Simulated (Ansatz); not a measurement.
## CsBr under changes of volume

One of the cells (40.468 Å³/atom); the others are scaled copies at fixed shape and fractional positions:

```
CELL_PARAMETERS angstrom
4.32562 0.00000 0.00000
0.00000 4.32562 0.00000
0.00000 0.00000 4.32562
ATOMIC_POSITIONS crystal
Cs 0.00000 0.00000 0.00000
Br 0.50000 0.50000 0.50000
```

The cell comes from a database or a generator and needn't be the stable form of this composition.

```yaml
Program: Ansatz 0.2.0
Functional: LDA
Potentials_or_basis: Ansatz PAW
Cutoff: "420 eV (not typed: the program's choice for these potentials)"
k_mesh: 6 × 6 × 6
Occupations: fermi-dirac, width 0.05 eV
Spin: no spin polarisation
```

```tsv
volume (Å³/atom)	energy over the lowest point (meV/atom)	pressure (GPa)	gap on the mesh (eV)
38.040	0.00	-1.2	4.26
38.850	6.95	-1.5	4.18
39.659	?	?	?
40.468	24.69	-2.0	4.03
41.278	35.13	-2.2	3.95
42.087	46.41	-2.3	3.88
42.896	58.41	-2.4	3.81
```

Q: What does the run at 39.659 Å³/atom give?

A: Energy over the lowest point 15.25 meV/atom; pressure -1.8 GPa; gap on the mesh 4.11 eV.

Worked out: A Birch-Murnaghan fit of order 3 (a polynomial in V^(-2/3)) to the other rows has no minimum within the range. It gives 15.24 meV/atom at 39.659 Å³/atom, against the run's 15.25, and -dE/dV = -1.8 GPa, against -1.8. A straight line through the other rows of the gap, of slope -3.75 eV per unit of ln V, gives 4.10 eV, against the run's 4.11.

Energies are extrapolated to zero smearing.

Caveats: spin-orbit coupling is left out, which moves the levels of the heavy elements; the PAW data sets come from PBE, with cores solved anew for the run's functional, which leaves a small shift of forces and pressure.
